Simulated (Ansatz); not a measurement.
# Si on graphene monolayer: hop by a lattice vector of the surface, part 2 of 2

Aim: the minimum-energy path and barrier of the hop by a lattice vector of the surface. The ends are relaxed first, then joined by a nudged elastic band. The slab cell is 3×3, 1 layer thick, and the adsorbate is set down on it by hand.

Ansatz 0.2.0; DFT PBE, plane waves, PAW, scalar-relativistic, collinear spin. Earlier steps stand in the parts before.

## 6. The output, continued: band between the two ends

The log, continued (excerpt; [...] marks lines left out):

```text
[...]
this run last wrote the band of iteration 9 to <dir>
--- NEB band (5 images, 9 band iterations, 715 SCF iterations) ---
  forward barrier  = 0.043212 eV
  backward barrier = 0.043212 eV
  lagrangian_above_aufbau_ev (what the smearing adds, to first order; not taken off the barriers): saddle image -0.006844 eV, end points -0.004489 and -0.004489 eV
  climbing image's point = of a kind that is not told: the force calls were inconclusive, a negative curvature could not be distinguished from the path's own, the only one lies far off the path, or fixed occupations may fill a level only in part (lowest curvatures found: -1.33 and 1.08 eV/Å²)
  energies are F+E_penalty+E_count in eV, relative to image 0
  image     s (Å)  Δ vs image 0  max|band force component| (eV/Å)     M (μB)  M_abs (μB)
      0    0.0000      0.000000                                 —    +1.0000      1.1333
[...]
    - { symbol: C, position: [0.33789489521231997, 0.3350742387494168, 0.0882347319771626] }
    - { symbol: C, position: [0.5591135339135194, 0.44337482473786977, 0.08967726126143277] }
    - { symbol: C, position: [0.33819828126209595, 0.6687768187906025, 0.0938839181041261] }
    - { symbol: C, position: [0.5593831314588682, 0.7801876602228619, 0.09409636636144558] }
    - { symbol: C, position: [0.6711402182859004, 0.0013710016982862797, 0.08824912155730913] }
    - { symbol: C, position: [0.8935263965933967, 0.11353082884715367, 0.0860907169565657] }
    - { symbol: C, position: [0.6702430164471447, 0.3328973387256441, 0.08512254376649138] }
    - { symbol: C, position: [0.8918776337778106, 0.44336892011488493, 0.08963188876825212] }
    - { symbol: C, position: [0.6700153273762197, 0.6670224419630342, 0.097260971723554] }
    - { symbol: C, position: [0.8947709957801668, 0.7819175343741617, 0.09073347767254354] }
    - { symbol: Si, position: [0.8610839977689718, 0.7140338972506062, 0.2751615736754822] }
```

Run time: 4 min. Hardware: 2 threads of AMD EPYC 9R45 (Zen 5), shared host; peak memory 1.8 GiB.

## 7. The band, image by image

Images 0 and 4 are the ends. Energies count from image 0; the path length is the program's own measure over all atoms.

| image | path (Å) | energy (eV) | C12–Si19 (Å) | C5–Si19 (Å) | C17–Si19 (Å) | C18–Si19 (Å) | Si19 x y z (Å) | band force (eV/Å) |
| --- | --- | --- | --- | --- | --- | --- | --- | --- |
| 0 | 0.000 | 0.0000 | 2.14 | 3.73 | 2.14 | 2.79 | 1.88 4.64 3.07 | - |
| 1 | 0.621 | 0.0432 | 2.34 | 3.20 | 2.07 | 2.33 | 2.50 4.69 3.03 | 0.007 |
| 2 | 1.241 | -0.0001 | 2.80 | 2.80 | 2.14 | 2.14 | 3.11 4.63 3.07 | 0.003 |
| 3* | 1.862 | 0.0432 | 3.21 | 2.33 | 2.34 | 2.07 | 3.73 4.57 3.03 | 0.005 |
| 4 | 2.481 | 0.0000 | 3.73 | 2.14 | 2.80 | 2.14 | 4.35 4.64 3.07 | - |

The star marks the climbing image.

image, energy (eV) and a bar:
```
        0      0.000 
        1      0.043 ##############################
        2      0.000 
        3      0.043 ##############################
        4      0.000
```

The top of the band by iteration:

```csv
iteration,highest image above image 0 (eV),largest band force (eV/Å)
1,0.3127,1.041
2,0.1189,0.695
3,0.1009,1.047
4,0.0607,0.202
5,0.0511,0.188
6,0.0439,0.102
7,0.0433,0.056
8,0.0432,0.048
9,0.0432,0.007
```

The band as a trajectory file:

```xyz
19
Lattice="7.398 0.000 0.000 -3.699 6.407 0.000 0.000 0.000 11.000" Properties=species:S:1:pos:R:3 pbc="T T T" image=0 dE=0.0000
C     0.032    0.012    0.952
C     1.265    0.716    0.946
C    -1.208    2.144    0.945
C     0.025    2.849    0.952
C    -2.433    4.278    1.000
C    -1.210    4.989    1.000
C     2.495    0.006    0.982
C     3.726    0.723    0.989
C     1.259    2.135    0.947
C     2.491    2.836    1.004
C     0.016    4.266    1.015
C     1.252    4.996    1.056
C     4.964    0.025    1.004
C     6.195    0.725    0.947
C     3.729    2.138    0.989
C     4.959    2.854    0.982
C     2.504    4.271    1.056
C     3.739    5.001    1.016
Si    1.879    4.637    3.069
19
Lattice="7.398 0.000 0.000 -3.699 6.407 0.000 0.000 0.000 11.000" Properties=species:S:1:pos:R:3 pbc="T T T" image=1 dE=0.0432
C     0.026    0.020    0.987
C     1.262    0.714    0.971
C    -1.205    2.145    0.942
C     0.028    2.852    0.971
C    -2.429    4.269    1.035
C    -1.205    4.983    1.032
C     2.494    0.003    1.002
C     3.726    0.714    0.970
C     1.258    2.133    0.947
C     2.494    2.827    0.956
C     0.019    4.269    1.034
C     1.256    4.994    1.068
C     4.962    0.020    0.986
C     6.193    0.728    0.937
C     3.730    2.133    0.947
C     4.960    2.852    0.970
C     2.494    4.258    0.998
C     3.732    4.994    1.069
Si    2.498    4.691    3.026
19
Lattice="7.398 0.000 0.000 -3.699 6.407 0.000 0.000 0.000 11.000" Properties=species:S:1:pos:R:3 pbc="T T T" image=2 dE=-0.0001
C     0.024    0.024    1.009
C     1.263    0.723    0.994
C    -1.201    2.144    0.945
C     0.029    2.855    0.982
C    -2.425    4.266    1.010
C    -1.200    4.989    0.994
C     2.493    0.006    0.982
C     3.724    0.716    0.945
C     1.259    2.138    0.994
C     2.498    2.837    1.009
C     0.024    4.278    0.995
C     1.248    5.002    1.010
C     4.956    0.012    0.950
C     6.191    0.725    0.949
C     3.729    2.136    0.949
C     4.964    2.849    0.949
C     2.484    4.272    1.057
C     3.737    4.996    1.056
Si    3.114    4.634    3.070
19
Lattice="7.398 0.000 0.000 -3.699 6.407 0.000 0.000 0.000 11.000" Properties=species:S:1:pos:R:3 pbc="T T T" image=3 dE=0.0432
C     0.028    0.034    0.955
C     1.264    0.727    0.947
C    -1.204    2.147    0.970
C     0.028    2.858    1.002
C    -2.433    4.273    1.069
C    -1.196    4.999    1.034
C     2.494    0.009    0.970
C     3.727    0.715    0.942
C     1.260    2.147    0.971
C     2.496    2.841    0.986
C     0.028    4.285    1.033
C     1.252    4.999    1.035
C     4.960    0.009    0.971
C     6.190    0.727    0.947
C     3.727    2.133    0.936
C     4.958    2.841    0.986
C     2.489    4.274    1.070
C     3.727    5.010    0.998
Si    3.729    4.575    3.027
19
Lattice="7.398 0.000 0.000 -3.699 6.407 0.000 0.000 0.000 11.000" Properties=species:S:1:pos:R:3 pbc="T T T" image=4 dE=0.0000
C     0.032    0.025    1.004
C     1.263    0.725    0.947
C    -1.203    2.138    0.989
C     0.027    2.854    0.982
C    -2.428    4.271    1.056
C    -1.193    5.001    1.016
C     2.498    0.012    0.952
C     3.731    0.716    0.946
C     1.258    2.144    0.945
C     2.491    2.849    0.952
C     0.033    4.278    1.000
C     1.256    4.989    1.000
C     4.961    0.006    0.982
C     6.192    0.723    0.989
C     3.725    2.135    0.947
C     4.957    2.836    1.004
C     2.482    4.266    1.015
C     3.718    4.996    1.056
Si    4.345    4.637    3.069
```

## 8. The band again, with other settings

crystal.atoms is end A as relaxed above, and neb.final_atoms is the same geometry shifted by the lattice vector, with the slab's atoms relabelled. With 4 inner images the band has 6 in all.

The input, input.yaml:

```yaml
crystal:
  lattice:
    - [7.398, 0.0, 0.0]
    - [-3.699, 6.406856, 0.0]
    - [0.0, 0.0, 11.0]
  atoms:
    - { symbol: C, position: [0.00520874, 0.00180801, 0.08658324] }
    - { symbol: C, position: [0.22679734, 0.1117343, 0.08596713] }
    - { symbol: C, position: [0.00405634, 0.33471963, 0.08592896] }
    - { symbol: C, position: [0.22566108, 0.44465681, 0.08655476] }
    - { symbol: C, position: [0.00497257, 0.6677432, 0.09093236] }
    - { symbol: C, position: [0.22582718, 0.77866736, 0.09092061] }
    - { symbol: C, position: [0.33772029, 0.00089243, 0.08928136] }
    - { symbol: C, position: [0.55997135, 0.11277063, 0.08988176] }
    - { symbol: C, position: [0.33688556, 0.33331197, 0.08608628] }
    - { symbol: C, position: [0.55796597, 0.44262952, 0.09124972] }
    - { symbol: C, position: [0.33506143, 0.66580444, 0.09226332] }
    - { symbol: C, position: [0.55906803, 0.77979624, 0.09598139] }
    - { symbol: C, position: [0.67290277, 0.00383053, 0.09128568] }
    - { symbol: C, position: [0.89398987, 0.11315705, 0.0860703] }
    - { symbol: C, position: [0.67084881, 0.33366395, 0.08986528] }
    - { symbol: C, position: [0.89312037, 0.44553578, 0.08926911] }
    - { symbol: C, position: [0.67170944, 0.6665955, 0.09598861] }
    - { symbol: C, position: [0.89573625, 0.78063102, 0.09232773] }
    - { symbol: Si, position: [0.6159267, 0.72382472, 0.27901711], spin: 0.22 }
magnetization:
  spin_polarized: true
basis:
  ecutwfc: 420.0
kpoints:
  mp_grid: { grid: [2, 2, 1] }
hamiltonian:
  xc: pbe
scf:
  occupations: { method: fermi_dirac, width: 0.02 }
  lower_state_search: "off"
  max_iter: 91
neb:
  images: 4
  f_tol: 0.05
  max_iterations: 50
  order_check: false
  climbing: false
  final_atoms:
    - { symbol: C, position: [0.0062361, 0.00383053, 0.09128568] }
    - { symbol: C, position: [0.2273232, 0.11315705, 0.0860703] }
    - { symbol: C, position: [0.00418214, 0.33366395, 0.08986528] }
    - { symbol: C, position: [0.2264537, 0.44553578, 0.08926911] }
    - { symbol: C, position: [0.00504277, 0.6665955, 0.09598861] }
    - { symbol: C, position: [0.22906958, 0.78063102, 0.09232773] }
    - { symbol: C, position: [0.33854207, 0.00180801, 0.08658324] }
    - { symbol: C, position: [0.56013067, 0.1117343, 0.08596713] }
    - { symbol: C, position: [0.33738967, 0.33471963, 0.08592896] }
    - { symbol: C, position: [0.55899441, 0.44465681, 0.08655476] }
    - { symbol: C, position: [0.3383059, 0.6677432, 0.09093236] }
    - { symbol: C, position: [0.55916051, 0.77866736, 0.09092061] }
    - { symbol: C, position: [0.67105362, 0.00089243, 0.08928136] }
    - { symbol: C, position: [0.89330468, 0.11277063, 0.08988176] }
    - { symbol: C, position: [0.67021889, 0.33331197, 0.08608628] }
    - { symbol: C, position: [0.8912993, 0.44262952, 0.09124972] }
    - { symbol: C, position: [0.66839476, 0.66580444, 0.09226332] }
    - { symbol: C, position: [0.89240136, 0.77979624, 0.09598139] }
    - { symbol: Si, position: [0.94926003, 0.72382472, 0.27901711] }
```

Started as:

```bash
$ ansatz run input.yaml --threads 2 --pin off --max-ram 5120MiB --backend cpu --events-out ev --progress --plain --runs-dir out
```

The program printed (excerpt; [...] marks lines left out):

```text
Warning: neb: disabling space-group detection — the band's intermediate images generally break the endpoint symmetry, so no spatial operation reduces the k-mesh or symmetrises the density, except that a semilocal band can use its path's symmetry ahead of convergence; time reversal is [...]
Warning: RAYON_NUM_THREADS=2 ignored (pool sized by the plan → 2); use --threads N
[...]
Pseudopotentials: kind: paw
Pseudopotential: C, paw, valence charge 4, recommended cutoff 420 eV (normal), C.paw.azcp
Pseudopotential: Si, paw, valence charge 4, recommended cutoff 420 eV (normal), Si.paw.azcp
Functional definition: PBE
[...]
parallel-image band execution: 2 concurrent image workers
NEB image 0
Crystal: 19 atoms, lattice volume = 521.377 Å³
Basis set: ecut = 420 eV, 10225 PW (Γ), exchange–correlation on 100×100×150 points (8 copies of the dense FFT grid, shifted against one another)
Bands: 58, of which v1, the nominal top of the filled ones, is band 38 counted from 1 (37 counted from 0)
Symmetry: 1 space group operations
k-points: 4
[...]
spin-set hold released at iteration 10 (site moments contracting): the magnetisation degrees of freedom join the quasi-Newton model from the next iteration; the mixer history was flushed
NEB image 2
[...]
spin=Collinear: Resta preconditioning applied to the charge; magnetization (m = ρ↑ − ρ↓) channel mixes plain (no charge-response kernel on spin).
[...]
spin-set hold released at iteration 11 (site moments contracting): the magnetisation degrees of freedom join the quasi-Newton model from the next iteration; the mixer history was flushed
NEB image 3
[...]
spin=Collinear: Resta preconditioning applied to the charge; magnetization (m = ρ↑ − ρ↓) channel mixes plain (no charge-response kernel on spin).
[...]
spin-set hold released at iteration 11 (site moments contracting): the magnetisation degrees of freedom join the quasi-Newton model from the next iteration; the mixer history was flushed
NEB image 4
[...]
spin=Collinear: Resta preconditioning applied to the charge; magnetization (m = ρ↑ − ρ↓) channel mixes plain (no charge-response kernel on spin).
[...]
spin=Collinear: LDOS preconditioning applied to the charge; magnetization (m = ρ↑ − ρ↓) channel mixes plain (no charge-response kernel on spin).
[...]
```

## 9. More of the same log: band between the two ends

The log, continued (excerpt; [...] marks lines left out):

```text
spin-set hold released at iteration 10 (site moments contracting): the magnetisation degrees of freedom join the quasi-Newton model from the next iteration; the mixer history was flushed
NEB iter   1: max|band force component| = 5.138e-1 eV/Å  barrier→ = 0.0649 eV  barrier← = 0.0649 eV  Δτ_max = 0.0272 Å  (131 SCF iters)
[...]
NEB iter   5: max|band force component| = 8.535e-2 eV/Å  barrier→ = 0.0344 eV  barrier← = 0.0344 eV  Δτ_max = 0.0121 Å  (38 SCF iters)
[...]
NEB iter   6: max|band force component| = 1.985e-2 eV/Å  barrier→ = 0.0340 eV  barrier← = 0.0340 eV  Δτ_max = 0.0000 Å  (34 SCF iters)
  M     (μB):  +1.0000  +1.0000  +1.0000  +1.0000  +1.0000  +1.0000
  M_abs (μB):   1.1333   1.1534   1.1538   1.1540   1.1532   1.1334
Magnetization: 1.0000 μB (38.5000 up, 37.5000 down)
Absolute magnetization: 1.1534 μB (∫|ρ↑−ρ↓|, with the PAW one-centre terms)
[...]
    - { symbol: C, position: [0.336564529465494, 0.33290340164792176, 0.0858079250141778] }
    - { symbol: C, position: [0.5575469455411324, 0.44113531392667393, 0.08705366172970752] }
    - { symbol: C, position: [0.33552791018879685, 0.6659035646067815, 0.09470806576294206] }
    - { symbol: C, position: [0.5595249075900157, 0.7792918615199034, 0.09845825798980797] }
    - { symbol: C, position: [0.6727055155925531, 0.0033385564333817414, 0.09070063444202109] }
    - { symbol: C, position: [0.8939005813825255, 0.11353025110847652, 0.08509562171044374] }
    - { symbol: C, position: [0.6705831884038692, 0.3329498895379001, 0.08648923986673544] }
    - { symbol: C, position: [0.8929089502020492, 0.44513696760965155, 0.08835743544515293] }
    - { symbol: C, position: [0.6700553629393555, 0.6646232335688547, 0.09117125252718024] }
    - { symbol: C, position: [0.8945255071936213, 0.7797241751383995, 0.09565846632066363] }
    - { symbol: Si, position: [0.6866440554358939, 0.7330301491012002, 0.2753600469914549] }
```

Wall time 1.9 min (2 threads of AMD EPYC 9R45 (Zen 5), shared host); peak memory 1.7 GiB.

## 10. Images and barrier

The 4 inner images lie between the fixed ends 0 and 5. Energy is taken from image 0, and the path length is the program's own coordinate along the band.

| image | path (Å) | energy (eV) | C12–Si19 (Å) | C5–Si19 (Å) | C17–Si19 (Å) | C18–Si19 (Å) | Si19 x y z (Å) | band force (eV/Å) |
| --- | --- | --- | --- | --- | --- | --- | --- | --- |
| 0 | 0.000 | 0.0000 | 2.14 | 3.73 | 2.14 | 2.79 | 1.88 4.64 3.07 | - |
| 1 | 0.495 | 0.0340 | 2.26 | 3.31 | 2.08 | 2.42 | 2.37 4.70 3.03 | 0.019 |
| 2 | 0.989 | 0.0120 | 2.61 | 2.95 | 2.10 | 2.19 | 2.87 4.67 3.05 | 0.011 |
| 3 | 1.484 | 0.0123 | 2.95 | 2.60 | 2.19 | 2.10 | 3.36 4.60 3.05 | 0.013 |
| 4 | 1.979 | 0.0336 | 3.31 | 2.26 | 2.42 | 2.08 | 3.86 4.57 3.03 | 0.020 |
| 5 | 2.474 | 0.0000 | 3.73 | 2.14 | 2.80 | 2.14 | 4.35 4.64 3.07 | - |

image, energy (eV) and a bar:
```
        0      0.000 
        1      0.034 ##############################
        2      0.012 ###########
        3      0.012 ###########
        4      0.034 ##############################
        5      0.000
```

## 11. Summary of results

What follows sums up all 2 parts.

| quantity | value |
| --- | --- |
| end A | 8 moves, 0.293 eV lower |
| first band: barrier forwards | 0.043 eV |
| first band: barrier backwards | 0.043 eV |
| first band: second end relative to first | 0.000 eV |
| first band: highest image | 3 of 0 to 4, climbing |
| first band: band iterations | 9 |
| first band: lowest curvatures at the top | -1.33 and 1.08 eV/Å² |
| second band | top 0.034 eV above image 0, 6 iterations, 4 inner images, none climbing |
| time, first and second band | 4 min and 1.9 min |

What this shows: In the first band: the barrier from the first end is 0.043 eV, 1.7 times kT at 300 K. The ends differ by 1 meV at most. Image 2 sits in a dip between two rises: the path passes through another minimum, and each half would need a band of its own. The test of curvatures at the top gave "unresolved", so the point may be no simple saddle. The second band's top lies 9 meV below the first's, as a band that doesn't climb stops under the top. The value is not shown to be converged in cell size (19 atoms) or k-mesh.
